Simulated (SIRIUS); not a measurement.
Crystal: Pd.

```
CELL_PARAMETERS angstrom
0.00000 1.94650 1.94650
1.94650 0.00000 1.94650
1.94650 1.94650 0.00000
ATOMIC_POSITIONS crystal
Pd 0.00000 0.00000 0.00000
```

Base run:

| Item | Value |
| --- | --- |
| Program | SIRIUS 7.12.0 |
| Functional | BPBE |
| Potentials or basis | PseudoDojo 0.4.1 PBE standard (scalar relativistic) |
| Cutoff | 1127 eV |
| Density cutoff | 4507 eV |
| k mesh | 10 × 10 × 10 |
| Occupations | fermi-dirac, width 0.05 eV |
| Spin | no spin polarisation |

Its results: pressure 6.6 GPa.

**Question.** The run is repeated on the same cell with these changes: functional from BPBE to PBEsol; libxc names from ["XC_GGA_X_B88", "XC_GGA_C_PBE"] to ["XC_GGA_X_PBE_SOL", "XC_GGA_C_PBE_SOL"]. What comes out?

**Answer.** Pressure -2.7 GPa.

Caveats: this set's palladium file may shift the pressure by some GPa; the potentials were made for another functional, which shifts forces and pressure.
